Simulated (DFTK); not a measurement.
Here is a DFTK 0.8.2 calculation.

Contents of run.jl:

```julia
using DFTK
using PseudoPotentialData
using Unitful, UnitfulAtomic
using LinearAlgebra, Printf
include("save.jl")
disable_threading()

# lattice vectors are the columns
lattice = austrip(1u"Å") * [     -2.066904       1.999248       1.991028;
                 2.050401      -1.937481       1.861605;
                 2.081247       1.900671      -1.968327]
symbols   = [:Pb]
positions = [[0.004664, -0.003675, 0.003135]]
pseudopotentials = PseudoFamily("dojo.nc.sr.pbe.v0_4_1.standard.upf")
elements = Dict(s => ElementPsp(s, pseudopotentials) for s in unique(symbols))
atoms    = [elements[s] for s in symbols]

build_model(lattice, positions; symmetries=true) =
    model_DFT(lattice, atoms, positions;
              functionals=PBE(),
              temperature=austrip(0.05u"eV"),
              smearing=Smearing.FermiDirac(),
              symmetries)
Ecut  = 34.0  # hartree
kgrid = [9, 9, 9]
tol   = 1e-6
to_GPa = ustrip(uconvert(u"GPa", 1u"hartree/bohr^3"))

model = build_model(lattice, positions)
basis = PlaneWaveBasis(model; Ecut, kgrid)
display(basis)
scfres = self_consistent_field(basis;
                               tol,
                               nbandsalg=AdaptiveBands(model; n_bands_converge=12))
display(scfres.energies)
@printf "Fermi level: %.6f eV\n" ustrip(auconvert(u"eV", something(scfres.εF, NaN)))
forces = compute_forces_cart(scfres)
println("Forces (eV/Å)")
for (s, f) in zip(symbols, forces)
    @printf "%-3s %12.6f %12.6f %12.6f\n" s ustrip.(auconvert.(u"eV/Å", f))...
end
stress = compute_stresses_cart(scfres)
println("Stress (GPa)")
display(round.(stress * to_GPa; digits=4))
println("Levels at the first k-point (eV): ", round.(ustrip.(auconvert.(u"eV", scfres.eigenvalues[1][1:scfres.n_bands_converge])); digits=4))
save_scf!(scfres; forces, stress)
```

Potentials or basis: dojo.nc.sr.pbe.v0_4_1.standard.upf (PBE).

Launch:

```console
$ julia --threads=1 run.jl  # save.jl only writes the numbers to a file and isn't shown; printed stress counts tension as positive; times include loading and compiling
```

Estimate the band gap on the k mesh.

none (metal or under the smearing width).

Predict the pressure.

1.5 GPa.

Stress tensor (GPa, compression positive):
```
 1.51  0.30  0.33
 0.30  1.33 -0.43
 0.33 -0.43  1.58
```

The run has no spin-orbit coupling, so splittings on Pb are missing.
